Hafnium dioxide is an insulator because its oxygen 2p levels are full and its hafnium 5d levels are empty. The gap measures the distance between the two sets, while the volume and the bulk modulus measure how the atoms hold each other in place. A cheap method may get one of these right and another badly wrong. How far, then, can the known rows guide a guess for the first row, GFN1-xTB?

Monoclinic HfO2 (P2_1/c, 12 atoms per cell) by tight-binding, semi-empirical and DFT methods, without spin polarisation or spin-orbit coupling. Gaps are for the cell relaxed with r2SCAN, volumes come from each method's own relaxation or energy curve, and bulk moduli are at fixed cell shape. Rows with 96 atoms use a periodic 2×2×2 cluster of cells.

```csv
name,kind,band gap (eV),volume per atom (Å³),bulk modulus (GPa),atoms computed
GFN1-xTB tblite,tight binding,?,?,?,96
PBE coarse-settings,low cutoff and mesh,4.057,n/a,n/a,12
GFN2-xTB tblite,tight binding,1.384,n/a,n/a,96
PM7,semi-empirical,9.783,10.547,625.0,96
PBE SZV,small basis,3.311,11.524,252.8,12
PM6,semi-empirical,4.855,n/a,n/a,96
PBE,semilocal,4.089,11.828,232.0,12
PBE DZVP,small basis,4.015,11.456,242.0,12
r2SCAN,semilocal,4.595,11.533,255.1,12
```

**PBE with coarse settings.** The low cutoff and mesh leave the gap within 0.1 eV of full PBE, further down. Here the saving is in numerical detail, and the physics stays the same. The tight-binding and semi-empirical rows save by changing the physics itself, and there the gap can move by whole electronvolts.

**GFN2-xTB.** Tight binding replaces most of the electronic problem by a small set of element parameters, here fitted to molecules. The distance between the oxygen p and hafnium d levels then rests on those parameters and on the charges the method puts on the atoms. The gap comes out at 1.4 eV, 2.7 eV below PBE. One GFN2-xTB run on this crystal failed to converge, but in the run used here the hafnium atoms, which are equivalent by symmetry, carry equal charges as they should. The small number of k points isn't to blame: for given bands, a sparse set can only miss the band edges, which makes a gap look wider.

**PM7, and PM6 below it.** Both methods report a Hartree-Fock type of gap. In Hartree-Fock theory a filled orbital feels all the other electrons, but an empty one feels every electron and so lies too high. That argument leads to gaps that are far too large, and PM7 obliges with 9.8 eV. PM6 has the same kind of gap for the same 96-atom cell, yet gives 4.9 eV, half as much. Its more reasonable value most likely comes from its parameters, and two related methods can differ by a factor of two.

**PBE with small basis sets.** The minimal SZV basis lowers the PBE gap by 0.8 eV, and the larger DZVP basis brings it back to within 0.1 eV. A likely cause, untested here, is that a minimal basis leaves the electrons of the oxide ion too little room to spread. Their filled levels then rise towards the empty ones.

**PBE and r2SCAN.** In PBE, filled and empty orbitals feel the same local potential, the opposite limit to Hartree-Fock, and the gap is too small. In r2SCAN the potential also depends on the orbitals through their kinetic energy, and this opens the gap by 0.5 eV. Measured gaps lie near 6 eV, a rough recalled figure, so r2SCAN still falls short. Spin-orbit coupling and atomic vibration, both left out, would usually lower the computed gap further, so the shortfall belongs to the functionals.

**Volume and stiffness.** These rows also allow a simple test of the bulk modulus $B$, the resistance to compression, here at fixed cell shape, against the volume per atom $V$. Suppose that two methods differ only by a constant pressure $P$. They then share one curve $B(V)$ and merely sit at different points on it. By definition $dP=-B\,dV/V$, and in most solids $B$ grows by about 4 GPa for each GPa of pressure, so $dB/B=-4\,dV/V$ and $B\propto V^{-4}$.

Start from PBE and step to the smaller r2SCAN volume:

$$B \approx 232\ \text{GPa}\times\left(\frac{11.828}{11.533}\right)^4 \approx 257\ \text{GPa}.$$

The computed value is 255 GPa, and it was not used in the estimate. r2SCAN is thus stiffer than PBE by about as much as its smaller volume implies. The rule also suits PBE SZV, but for PBE DZVP it is some 9 % too high and predicts about three times the rise over PBE that is found. Noise in the pressure may play a part, and the close match for r2SCAN may owe something to luck.

For PM7 the rule fails. Its small volume would account for 367 GPa, but the method gives 625 GPa. The crystal isn't merely squeezed along the common curve; the curve itself has the wrong shape. A method that errs in this way can't be corrected by adjusting its volume.

**The forecast for GFN1-xTB.** GFN1-xTB shares its approach with GFN2-xTB but has separately fitted parameters, so it should lean towards a small gap without repeating the extreme value. The forecast is the geometric midpoint between GFN2-xTB and the mean of all eight known gaps, $\sqrt{1.384\times4.511}\approx2.5$ eV. The range runs from 1.25 to 5.0 eV, the factor of two seen between PM6 and PM7. A gap below that of PBE is more likely than one above it.

For volume and stiffness there is no related method to lean on, and the forecasts are plain means of the five known values. They are 11.4 Å³ per atom, within 10 %, and 320 GPa, within a factor of two. Both are weak, the second more so because PM7 pulls the mean upwards.

The withheld rows as computed:

```csv
name,kind,band gap (eV),volume per atom (Å³),bulk modulus (GPa),atoms computed
GFN1-xTB tblite,tight binding,1.951,12.282,79.0,96
```

**The gap: a hit.** The computed 1.95 eV lies below PBE, as thought more likely, and inside the range, though a range whose ends differ by a factor of four is easily hit. The forecast was 0.5 eV too high, an error of 28 % relative to the computed gap. Simply copying the GFN2-xTB value would have missed by nearly the same amount on the low side. Both xTB variants place the empty levels far too close to the filled ones, although their parameters differ enough to move the gap by 0.6 eV.

**The volume: a hit near the edge.** At 12.28 Å³ per atom the crystal is larger than in any other row that has a volume. It still falls within the 10 % allowed, but PM7 had erred in the opposite direction. The mean gave no hint of which way GFN1-xTB would go, and its sibling would have misled: on the shared r2SCAN cell, GFN2-xTB pulls the crystal inwards while GFN1-xTB pushes it outwards.

**The modulus: a clear miss.** The computed 79 GPa is a quarter of the forecast and half the lower end of its range. Leaving out PM7 would not have rescued the forecast, since the other four known values lie between 232 and 255 GPa. The large volume explains little of the softness: the rule gives $232\times(11.828/12.28)^4\approx200$ GPa. As with PM7, the shape of the energy curve is at fault, this time because it is too flat. This is a known risk of xTB, which is fitted to molecules and can give pressures of solids that are far off.

The limiting case of an ionic crystal suggests where to look. There the stiffness grows with the attraction between the ions and with the steepness of the repulsion that stops them. Too little charge on the ions would soften the crystal and also narrow the gap, because the field of the ions helps to hold the oxygen levels below those of hafnium. A repulsion that is too gentle would soften the crystal without that effect on the gap. The computed charges give the first cause partial support. Hafnium carries +1.08 in GFN1-xTB and +0.90 in GFN2-xTB, and the variant with less charge has the smaller gap. PM7, with its wide gap and stiff crystal, has +1.37. But each method divides the electrons between the atoms in its own way, and a narrow gap can itself lower the charges by mixing the levels, so the link doesn't show which is the cause. Moreover, an attraction that grows as the square of the charge would be only about 1.6 times as strong in PM7 as in GFN1-xTB, while the crystal is nearly eight times as stiff. Charge alone can hardly explain the softness, so the repulsion or the covalent part of the bonding probably matters as well.

For work on this oxide, coarse PBE is a sound first look at the gap, with the usual PBE shortfall. The GFN1-xTB and PM7 results are unsafe for gap and stiffness alike, the GFN2-xTB gap is no better, and PM6's plausible gap is no warrant for its other properties. The analysis printed after this text gives the means and estimates behind these judgements.

The analysis program printed:

```
Gap of PM7 divided by gap of PM6: 2.015
Gap of GFN2-xTB less gap of PBE, eV: -2.705
Gap of r2SCAN less gap of PBE, eV: 0.506
Gap of PBE DZVP less gap of PBE, eV: -0.074
Gap of PBE SZV less gap of PBE, eV: -0.778
Volume of PM7 against r2SCAN, percent: -8.549
Volume of PBE against r2SCAN, percent: 2.558
Modulus of r2SCAN estimated from its volume, GPa: 256.7
Modulus of PBE SZV estimated from its volume, GPa: 257.5
Modulus of PBE DZVP estimated from its volume, GPa: 263.6
Modulus of PM7 estimated from its volume, GPa: 367
Computed modulus of PM7 divided by that estimate: 1.703
fit of g on 8 rows: constant 4.511 +/- 0.84; rms 2.23, worst PM7 -5.27, leave-one-out rms 2.55
  rows outside the fit (model, value, miss): GFN1-xTB tblite 4.511, 1.951, 2.56
fit of V on 5 rows: constant 11.38 +/- 0.22; rms 0.435, worst PM7 0.831, leave-one-out rms 0.543
  rows outside the fit (model, value, miss): GFN1-xTB tblite 11.38, 12.28, -0.904
fit of B on 5 rows: constant 321.4 +/- 76; rms 152, worst PM7 -304, leave-one-out rms 190
  rows outside the fit (model, value, miss): GFN1-xTB tblite 321.4, 79, 242
Forecast gap of GFN1-xTB, midpoint of sibling and mean, eV: 2.499
Lower end of the gap forecast, eV: 1.249
Upper end of the gap forecast, eV: 4.997
Forecast gap less computed gap of GFN1-xTB, eV: 0.5477
Lower end of the volume forecast, cubic angstrom per atom: 10.24
Upper end of the volume forecast, cubic angstrom per atom: 12.52
Lower end of the modulus forecast, GPa: 160.7
Upper end of the modulus forecast, GPa: 642.8
```
